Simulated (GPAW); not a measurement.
# How all numerical settings together moves the magnetism of zigzag Co chain, bond 2.76 A

Two starts of zigzag Co chain, bond 2.76 A are run at each rung of all numerical settings together. Which rung is enough?

Main program and level: GPAW 26.7.0; LDA; plane waves with GPAW's PAW setups, scalar-relativistic.

### Step 1. Set-up

The cell holds 2 atoms: 2 Co. Its edges and angles: a = 12.000 Å, b = 12.000 Å, c = 3.312 Å, α = 90.0°, β = 90.0°, γ = 90.0°. model lattice. Vacuum lies along a and b. The structure's axis is c.

### Step 2. Rung 1 (280 eV, mesh 1×1×4), start ferro ++

Several settings change at once from rung to rung, from a quick look to a careful run; the headings and inputs name them.

The input, order1.py:

```python
import json
import numpy as np
from ase import Atoms
from ase.parallel import paropen, parprint
from gpaw import GPAW

atoms = Atoms(['Co', 'Co'],
    cell=[[12.0, 0.0, 0.0],
         [0.0, 12.0, 0.0],
         [0.0, 0.0, 3.312]],
    scaled_positions=[[0.408, 0.5, 0.0],
         [0.592, 0.5, 0.5]],
    pbc=True,
    magmoms=[2.0, 2.0])
atoms.calc = GPAW(mode={'name': 'pw', 'ecut': 280},
    xc='LDA',
    kpts={'size': (1, 1, 4), 'gamma': True},
    occupations={'name': 'fermi-dirac', 'width': 0.2},
    convergence={'density': 1e-05, 'energy': 1e-05},
    maxiter=200,
    symmetry={'tolerance': 1e-4},
    txt='order1.txt')
e = atoms.get_potential_energy(force_consistent=True)
res = {'free_energy': e, 'energy_sigma0': atoms.get_potential_energy(), 'fermi_energy': atoms.calc.get_fermi_level()}
res['moments'] = atoms.get_magnetic_moments().tolist()
res['total'] = atoms.get_magnetic_moment()
parprint('site moments (muB):', np.round(res['moments'], 3))
parprint(f"total moment: {res['total']:.3f} muB")
parprint(f'free energy: {e:.6f} eV')
atoms.calc.write('order1.gpw')
with paropen('results.json', 'w') as f:
    json.dump(res, f)
```

Started as:

```console
> OMP_NUM_THREADS=1 python3 order1.py > order1.log
```

Numbers of over 12 decimals in the logs are rounded to 6 here.

The program printed:

```text
site moments (muB): [1.962 1.962]
total moment: 4.209 muB
free energy: -9.576632 eV

--- order1.txt ---
Input parameters:
  mode=PW(ecut=280),
  convergence={'density': 1e-05, 'energy': 1e-05},
  kpts=MonkhorstPack(size=(1, 1, 4), gamma=True),
  maxiter=200,
  occupations=Occupations(name='fermi-dirac', width=0.2),
  symmetry=Symmetry(tolerance=0.0001),
  xc=XC(name='LDA')

Diagonalizing LCAO Hamiltonian
Converting LCAO to pw mode
        .----------------------------.
       /|                            |
      / |                            |
     /  |                            |
    /   .----------------------------.
   /   /              Co            /
  /   /                            /
 *   /                            /
 |  /           Co               /
 | /                            /
 |/                            /
 *----------------------------*

Atoms  # Å, Bohr magnetons
|   | symbol |        x |        y |        z |    initial magnetic moments |
|---|--------|----------|----------|----------|-----------------------------|
| 0 |     Co | 4.896000 | 6.000000 | 0.000000 | ( 0.0000,  0.0000,  2.0000) |
| 1 |     Co | 7.104000 | 6.000000 | 1.656000 | ( 0.0000,  0.0000,  2.0000) |

Unit cell  # Å
| periodic |         x |         y |        z |   lengths |    angles |
|----------|-----------|-----------|----------|-----------|-----------|
|      yes | 12.000000 |  0.000000 | 0.000000 | 12.000000 | 90.000000 |
|      yes |  0.000000 | 12.000000 | 0.000000 | 12.000000 | 90.000000 |
|      yes |  0.000000 |  0.000000 | 3.312000 |  3.312000 | 90.000000 |

Number of symmetries: 4

BZ-sampling:
  Number of BZ points: 4
  Number of IBZ points: 3

  Monkhorst-Pack size: [1, 1, 4]
  Monkhorst-Pack shift: [0.0, 0.0, 0.125]

Plane wave coefficients: 5109
Cutoff: 280.0 eV

Spin-components: 2 (collinear spins)
Bands:           18
Projectors:      12
Spin-degeneracy: 1
Datatype:        complex128

Parallelization:
  kpt:    1
  domain: 1
  band:   1

Density:
  Valence electrons: 18.0
  Components: 2
  Grid points: [48 48 14]
  Charge: 0.0  # |e|

Potential:
  Grid points: [48 48 14]

[... setups left out ...]
Reference energy: -75676.533408  # eV

eigensolver:
  PPCG
  Converge bands: occupied
  niter=2

density mixing:
  MSR1-Mixer
  Pratt-step length: 0.05
  Maximum mixing coefficient: 0.75
  Old densities: 10
  SVD Regularization: 0.005
  Good broyden scale: 1.0
  Trust region scale: 1.0
  Backstep threshold: 4.0
  History deletion threshold: 6.0
  Fourier metric: weight=20.0, sigma=0.015

occupation numbers:
  Fermi-Dirac:
    width: 0.2000  # eV

poisson solver:
  ecut: 2240.0  # eV

xc functional:
  name: None

convergence criteria:
- Maximum integral of absolute [dens]ity change: 1e-05 electrons / valence electron
- Maximum [total energy] change in last 3 cyles: 1e-05 eV / valence electron
- Maximum integral of absolute [eigenst]ate change: 4e-08 eV^2 / valence electron
maximum number of iterations: 200

SCF iterations
|iter     |      energy | eigst |  dens |  magmom |
|---------|-------------|-------|-------|---------|
|iter:   1|       0s |  -11.634182 | -0.48 |       |  +4.0056|
|iter:   2|       1s |  -10.587501 | -1.34 | -0.68 |  +3.9791|
|iter:   3|       2s |   -9.190265 | -0.27 | -0.77 |  +3.8166|
|iter:   4|       2s |   -9.069893 | -1.03 | -0.94 |  +3.9823|
|iter:   5|       3s |   -9.081107 | -1.55 | -1.36 |  +4.0283|
|iter:   6|       4s |   -9.061802 | -2.10 | -1.30 |  +4.1158|
|iter:   7|       4s |   -9.064652 | -3.17 | -1.85 |  +4.1790|
|iter:   8|       5s |   -9.064957 | -4.42 | -2.24 |  +4.1921|
|iter:   9|       6s |   -9.065670 | -4.38 | -2.47 |  +4.2048|
|iter:  10|       6s |   -9.065797 | -5.30 | -2.85 |  +4.2045|
|iter:  11|       7s |   -9.065659c| -5.55 | -2.30 |  +4.2046|
|iter:  12|       8s |   -9.065694c| -6.62 | -3.33 |  +4.2064|
|iter:  13|       8s |   -9.065709c| -6.85 | -3.62 |  +4.2079|
|iter:  14|       9s |   -9.065701c| -7.45c| -4.07 |  +4.2082|
|iter:  15|       9s |   -9.065702c| -7.94c| -4.45 |  +4.2085|
|iter:  16|      10s |   -9.065702c| -8.17c| -4.74 |  +4.2087|
|iter:  17|      10s |   -9.065702c| -8.57c| -4.91 |  +4.2088|
|iter:  18|      11s |   -9.065702c| -8.86c| -5.64c|  +4.2088|

Converged in 18 steps
Energy contributions relative to reference atoms: (reference = -75676.533408)

Energy contributions:
  Kinetic:          26.058393
  Coulomb:         -21.703470
  Zero:              0.604211
  External:          0.000000
  Xc:              -13.513906
  Entropy:          -1.021859
  Spinorbit:         0.000000
  ----------------------------
  Free energy:      -9.576632
  Extrapolated:     -9.065702

dipole moment: (-0.000011, -0.000010, -8.828990)  # |e|*Ang

Total magnetic moment: (0.000000, 0.000000, 4.208774)

Local magnetic moments
|        x |        y |        z |
|----------|----------|----------|
| 0.000000 | 0.000000 | 1.961864 |  # Co   0
| 0.000000 | 0.000000 | 1.961864 |  # Co   1

Fermi level: -3.508
Eigenvalues  # (at kpt = [0.000, 0.000, 0.000])
| band index |      eig [eV] | occ [0-1] |      eig [eV] | occ [0-1] |
|------------|---------------|-----------|---------------|-----------|
|          0 |        -7.104 |     1.000 |        -6.762 |     1.000 |
|          1 |        -6.199 |     1.000 |        -4.811 |     0.999 |
|          2 |        -5.727 |     1.000 |        -4.019 |     0.928 |
|          3 |        -5.709 |     1.000 |        -4.008 |     0.924 |
|          4 |        -5.508 |     1.000 |        -3.847 |     0.845 |
|          5 |        -5.343 |     1.000 |        -3.483 |     0.470 |
|          6 |        -5.331 |     1.000 |        -3.463 |     0.445 |
|          7 |        -5.280 |     1.000 |        -3.462 |     0.443 |
|          8 |        -5.263 |     1.000 |        -3.415 |     0.386 |
|          9 |        -5.144 |     1.000 |        -3.272 |     0.235 |
|         10 |        -4.869 |     0.999 |        -3.236 |     0.204 |
|         11 |        -4.046 |     0.937 |        -2.984 |     0.068 |
|         12 |        -1.949 |     0.000 |        -1.781 |     0.000 |
|         13 |        -1.313 |     0.000 |        -1.075 |     0.000 |
|         14 |         0.218 |     0.000 |         0.435 |     0.000 |
|         15 |         0.536 |     0.000 |         0.585 |     0.000 |
|        ... |               |           |               |           |
|         17 |         1.417 |     0.000 |         1.503 |     0.000 |

No gap
No difference between direct/indirect transitions
```

Run time: 13 s. Hardware: 1 MPI rank of Arm Neoverse V2, shared host; peak memory 0.2 GiB.

Read from the output:

```yaml
magnetization: 4.209 μB
final_state: ferromagnetic
largest_moment: 1.962 μB
```

After 18 cycles the largest moment stands at 1.96 μB.

### Step 3. Rung 1 (280 eV, mesh 1×1×4), start antiferro +-

The second start gives the energy difference between the two end states, the quantity that is followed up the ladder.

order2.py is the script of step 2 with these lines changed:

```diff
@@ -13,3 +13,3 @@
     pbc=True,
-    magmoms=[2.0, 2.0])
+    magmoms=[2.0, -2.0])
 atoms.calc = GPAW(mode={'name': 'pw', 'ecut': 280},
@@ -21,3 +21,3 @@
     symmetry={'tolerance': 1e-4},
-    txt='order1.txt')
+    txt='order2.txt')
 e = atoms.get_potential_energy(force_consistent=True)
@@ -29,3 +29,3 @@
 parprint(f'free energy: {e:.6f} eV')
-atoms.calc.write('order1.gpw')
+atoms.calc.write('order2.gpw')
 with paropen('results.json', 'w') as f:
```

Started as:

```console
> OMP_NUM_THREADS=1 python3 order2.py > order2.log
```

The program printed:

```text
site moments (muB): [ 1.879 -1.879]
total moment: -0.000 muB
free energy: -9.312566 eV

--- order2.txt ---
Input parameters:
  mode=PW(ecut=280),
  convergence={'density': 1e-05, 'energy': 1e-05},
  kpts=MonkhorstPack(size=(1, 1, 4), gamma=True),
  maxiter=200,
  occupations=Occupations(name='fermi-dirac', width=0.2),
  symmetry=Symmetry(tolerance=0.0001),
  xc=XC(name='LDA')

Diagonalizing LCAO Hamiltonian
Converting LCAO to pw mode
        .----------------------------.
       /|                            |
      / |                            |
     /  |                            |
    /   .----------------------------.
   /   /              Co            /
  /   /                            /
 *   /                            /
 |  /           Co               /
 | /                            /
 |/                            /
 *----------------------------*

Atoms  # Å, Bohr magnetons
|   | symbol |        x |        y |        z |    initial magnetic moments |
|---|--------|----------|----------|----------|-----------------------------|
| 0 |     Co | 4.896000 | 6.000000 | 0.000000 | ( 0.0000,  0.0000,  2.0000) |
| 1 |     Co | 7.104000 | 6.000000 | 1.656000 | ( 0.0000,  0.0000, -2.0000) |

Number of symmetries: 4

BZ-sampling:
  Number of BZ points: 4
  Number of IBZ points: 3

  Monkhorst-Pack size: [1, 1, 4]
  Monkhorst-Pack shift: [0.0, 0.0, 0.125]

Plane wave coefficients: 5109
Cutoff: 280.0 eV

Spin-components: 2 (collinear spins)
Bands:           15
Projectors:      12
Spin-degeneracy: 1
Datatype:        complex128

Parallelization:
  kpt:    1
  domain: 1
  band:   1

Density:
[...]
|iter:  13|       7s |   -8.676588c| -7.00 | -3.91 |  -0.0000|
|iter:  14|       7s |   -8.676586c| -7.59c| -4.29 |  +0.0000|
|iter:  15|       8s |   -8.676586c| -7.77c| -4.39 |  -0.0000|
|iter:  16|       8s |   -8.676586c| -8.23c| -4.90 |  -0.0000|
|iter:  17|       8s |   -8.676587c| -8.81c| -5.25c|  -0.0000|

Converged in 17 steps
Energy contributions relative to reference atoms: (reference = -75676.533408)

Energy contributions:
  Kinetic:          28.257458
  Coulomb:         -23.405639
  Zero:              0.602109
  External:          0.000000
  Xc:              -13.494535
  Entropy:          -1.271958
  Spinorbit:         0.000000
  ----------------------------
  Free energy:      -9.312566
  Extrapolated:     -8.676587

dipole moment: (-0.000009, -0.000010, -8.826502)  # |e|*Ang

Total magnetic moment: (0.000000, 0.000000, -0.000001)

Local magnetic moments
|        x |        y |         z |
|----------|----------|-----------|
| 0.000000 | 0.000000 |  1.879402 |  # Co   0
| 0.000000 | 0.000000 | -1.879403 |  # Co   1

Fermi level: -3.532
Eigenvalues  # (at kpt = [0.000, 0.000, 0.000])
| band index |      eig [eV] | occ [0-1] |      eig [eV] | occ [0-1] |
|------------|---------------|-----------|---------------|-----------|
|          0 |        -6.942 |     1.000 |        -6.942 |     1.000 |
|          1 |        -5.764 |     1.000 |        -5.764 |     1.000 |
|          2 |        -5.438 |     1.000 |        -5.438 |     1.000 |
|          3 |        -5.376 |     1.000 |        -5.376 |     1.000 |
|          4 |        -5.328 |     1.000 |        -5.328 |     1.000 |
[...]
|         11 |        -3.350 |     0.287 |        -3.350 |     0.287 |
|         12 |        -1.863 |     0.000 |        -1.863 |     0.000 |
|         13 |        -1.176 |     0.000 |        -1.176 |     0.000 |
|         14 |         0.337 |     0.000 |         0.337 |     0.000 |

No gap
No difference between direct/indirect transitions
```

Elapsed: 11 s, on 1 MPI rank; peak memory 0.2 GiB.

Read from the output:

- magnetization: 0 μB
- final state: antiferromagnetic
- largest moment: 1.879 μB

This start lies +132.0 meV a seeded atom from the first; its largest moment is 1.88 μB.

### Step 4. Rung 2 (380 eV, mesh 1×1×6), start ferro ++

order1.py is the script of step 2 with these lines changed:

```diff
@@ -14,6 +14,6 @@
     magmoms=[2.0, 2.0])
-atoms.calc = GPAW(mode={'name': 'pw', 'ecut': 280},
+atoms.calc = GPAW(mode={'name': 'pw', 'ecut': 380},
     xc='LDA',
-    kpts={'size': (1, 1, 4), 'gamma': True},
-    occupations={'name': 'fermi-dirac', 'width': 0.2},
+    kpts={'size': (1, 1, 6), 'gamma': True},
+    occupations={'name': 'fermi-dirac', 'width': 0.15},
     convergence={'density': 1e-05, 'energy': 1e-05},
```

Started as:

```console
> OMP_NUM_THREADS=1 python3 order1.py > order1.log
```

The program printed:

```text
site moments (muB): [2.038 2.038]
total moment: 4.495 muB
free energy: -9.584381 eV

--- order1.txt ---
Input parameters:
  mode=PW(ecut=380),
  convergence={'density': 1e-05, 'energy': 1e-05},
  kpts=MonkhorstPack(size=(1, 1, 6), gamma=True),
  maxiter=200,
  occupations=Occupations(name='fermi-dirac', width=0.15),
  symmetry=Symmetry(tolerance=0.0001),
  xc=XC(name='LDA')

Diagonalizing LCAO Hamiltonian
[...]
|          4 |        -5.658 |     1.000 |        -3.937 |     0.898 |
[...]
|         13 |        -1.370 |     0.000 |        -1.045 |     0.000 |
|         14 |         0.175 |     0.000 |         0.447 |     0.000 |
|         15 |         0.556 |     0.000 |         0.621 |     0.000 |
|        ... |               |           |               |           |
|         17 |         1.416 |     0.000 |         1.520 |     0.000 |

No gap
No difference between direct/indirect transitions


[key lines of the parts left out:]
Free energy:      -9.584381
Converged in 20 steps
dipole moment: (-0.000013, -0.000010, -8.839671)  # |e|*Ang
Fermi level: -3.610
```

Elapsed: 30 s, on 1 MPI rank; peak memory 0.25 GiB.

Numbers from this step:

```
magnetization  : 4.495 μB
final state    : ferromagnetic
largest moment : 2.038 μB
```

The largest moment moves by +0.08 μB from rung 1, at 2.4 times its CPU time.

### Step 5. Rung 2 (380 eV, mesh 1×1×6), start antiferro +-

order2.py is the script of step 3 with these lines changed:

```diff
@@ -14,6 +14,6 @@
     magmoms=[2.0, -2.0])
-atoms.calc = GPAW(mode={'name': 'pw', 'ecut': 280},
+atoms.calc = GPAW(mode={'name': 'pw', 'ecut': 380},
     xc='LDA',
-    kpts={'size': (1, 1, 4), 'gamma': True},
-    occupations={'name': 'fermi-dirac', 'width': 0.2},
+    kpts={'size': (1, 1, 6), 'gamma': True},
+    occupations={'name': 'fermi-dirac', 'width': 0.15},
     convergence={'density': 1e-05, 'energy': 1e-05},
```

Started as:

```console
> OMP_NUM_THREADS=1 python3 order2.py > order2.log
```

The program printed:

```text
site moments (muB): [ 1.933 -1.933]
total moment: -0.000 muB
free energy: -9.225222 eV

--- order2.txt ---
Input parameters:
  mode=PW(ecut=380),
  convergence={'density': 1e-05, 'energy': 1e-05},
  kpts=MonkhorstPack(size=(1, 1, 6), gamma=True),
  maxiter=200,
  occupations=Occupations(name='fermi-dirac', width=0.15),
  symmetry=Symmetry(tolerance=0.0001),
  xc=XC(name='LDA')

Diagonalizing LCAO Hamiltonian
[...]
|         11 |        -3.387 |     0.227 |        -3.387 |     0.227 |
|         12 |        -1.859 |     0.000 |        -1.859 |     0.000 |
|         13 |        -1.175 |     0.000 |        -1.175 |     0.000 |
|         14 |         0.337 |     0.000 |         0.337 |     0.000 |

Gap: 0.020 eV
Transition (v -> c):
  (s=1, k=3, n=8, [0.00, 0.00, 0.50]) -> (s=0, k=1, n=9, [0.00, 0.00, 0.17])
Direct/indirect transitions are different
Direct gap: 0.051 eV
Transition at: (s=1->0, k=2, n=8, [0.00, 0.00, 0.33])


[key lines of the parts left out:]
Free energy:      -9.225222
Converged in 22 steps
dipole moment: (-0.000010, -0.000010, -8.831443)  # |e|*Ang
Fermi level: -3.570
```

Wall time 28 s (1 MPI rank); peak memory 0.24 GiB.

Read from the output:

* magnetization: 0 μB
* final state: antiferromagnetic
* largest moment: 1.933 μB

This start lies +179.6 meV a seeded atom from the first, a change of +47.5 meV since rung 1; its largest moment is 1.93 μB.

### Step 6. Rung 3 (500 eV, mesh 1×1×8), start ferro ++

order1.py is the script of step 4 with these lines changed:

```diff
@@ -14,6 +14,6 @@
     magmoms=[2.0, 2.0])
-atoms.calc = GPAW(mode={'name': 'pw', 'ecut': 380},
+atoms.calc = GPAW(mode={'name': 'pw', 'ecut': 500},
     xc='LDA',
-    kpts={'size': (1, 1, 6), 'gamma': True},
-    occupations={'name': 'fermi-dirac', 'width': 0.15},
+    kpts={'size': (1, 1, 8), 'gamma': True},
+    occupations={'name': 'fermi-dirac', 'width': 0.1},
     convergence={'density': 1e-05, 'energy': 1e-05},
```

Started as:

```console
> OMP_NUM_THREADS=1 python3 order1.py > order1.log
```

The program printed:

```text
site moments (muB): [2.053 2.053]
total moment: 4.507 muB
free energy: -9.964624 eV

--- order1.txt ---
Input parameters:
  mode=PW(ecut=500),
  convergence={'density': 1e-05, 'energy': 1e-05},
  kpts=MonkhorstPack(size=(1, 1, 8), gamma=True),
  maxiter=200,
  occupations=Occupations(name='fermi-dirac', width=0.1),
  symmetry=Symmetry(tolerance=0.0001),
  xc=XC(name='LDA')

Diagonalizing LCAO Hamiltonian
[...]
|          4 |        -5.621 |     1.000 |        -3.925 |     0.968 |
[...]
|         13 |        -1.362 |     0.000 |        -1.036 |     0.000 |
|         14 |         0.188 |     0.000 |         0.455 |     0.000 |
|         15 |         0.574 |     0.000 |         0.639 |     0.000 |
|        ... |               |           |               |           |
|         17 |         1.419 |     0.000 |         1.527 |     0.000 |

No gap
No difference between direct/indirect transitions


[key lines of the parts left out:]
Free energy:      -9.964624
Converged in 18 steps
dipole moment: (-0.000009, -0.000010, -8.839645)  # |e|*Ang
Fermi level: -3.582
```

Run time: 58 s. Hardware: 1 MPI rank; peak memory 0.33 GiB.

Numbers from this step:

```
magnetization  : 4.507 μB
final state    : ferromagnetic
largest moment : 2.053 μB
```

The largest moment moves by +0.01 μB from rung 2, at 1.9 times its CPU time.

### Step 7. Rung 3 (500 eV, mesh 1×1×8), start antiferro +-

order2.py is the script of step 5 with these lines changed:

```diff
@@ -14,6 +14,6 @@
     magmoms=[2.0, -2.0])
-atoms.calc = GPAW(mode={'name': 'pw', 'ecut': 380},
+atoms.calc = GPAW(mode={'name': 'pw', 'ecut': 500},
     xc='LDA',
-    kpts={'size': (1, 1, 6), 'gamma': True},
-    occupations={'name': 'fermi-dirac', 'width': 0.15},
+    kpts={'size': (1, 1, 8), 'gamma': True},
+    occupations={'name': 'fermi-dirac', 'width': 0.1},
     convergence={'density': 1e-05, 'energy': 1e-05},
```

Started as:

```console
> OMP_NUM_THREADS=1 python3 order2.py > order2.log
```

The program printed:

```text
site moments (muB): [ 1.958 -1.958]
total moment: -0.000 muB
free energy: -9.521278 eV

--- order2.txt ---
Input parameters:
  mode=PW(ecut=500),
  convergence={'density': 1e-05, 'energy': 1e-05},
  kpts=MonkhorstPack(size=(1, 1, 8), gamma=True),
  maxiter=200,
  occupations=Occupations(name='fermi-dirac', width=0.1),
  symmetry=Symmetry(tolerance=0.0001),
  xc=XC(name='LDA')

Diagonalizing LCAO Hamiltonian
[...]
|          3 |        -5.400 |     1.000 |        -5.400 |     1.000 |
|          4 |        -5.390 |     1.000 |        -5.390 |     1.000 |
[...]
|         11 |        -3.369 |     0.136 |        -3.369 |     0.136 |
|         12 |        -1.836 |     0.000 |        -1.836 |     0.000 |
|         13 |        -1.151 |     0.000 |        -1.151 |     0.000 |
|         14 |         0.347 |     0.000 |         0.347 |     0.000 |

No gap
No difference between direct/indirect transitions


[key lines of the parts left out:]
Free energy:      -9.521278
Converged in 26 steps
dipole moment: (-0.000010, -0.000010, -8.831354)  # |e|*Ang
Fermi level: -3.554
```

It took 65 s on 1 MPI rank; peak memory 0.34 GiB.

Read from the output:

```
magnetization  : 0 μB
final state    : antiferromagnetic
largest moment : 1.958 μB
```

This start lies +221.7 meV a seeded atom from the first, a change of +42.1 meV since rung 2; its largest moment is 1.96 μB.

(Continued in part 2 of 2.)

[Logs and program files are shortened in this print: banners, set-up blocks, solver, clock and traceback lines can be left out without a mark of their own.]

[Logs are printed without paths, hosts, clocks, repeated set-up lines and the standing remarks that a program may print on its own settings, such as how far it seeks lower states.]

[Hosts, paths, dates, database ids (printed as entryN), source tags and the programs' standing remarks are cut or masked in the printed files.]

[Where a cell is said to come from a database of computed structures, the database is the Materials Project.]
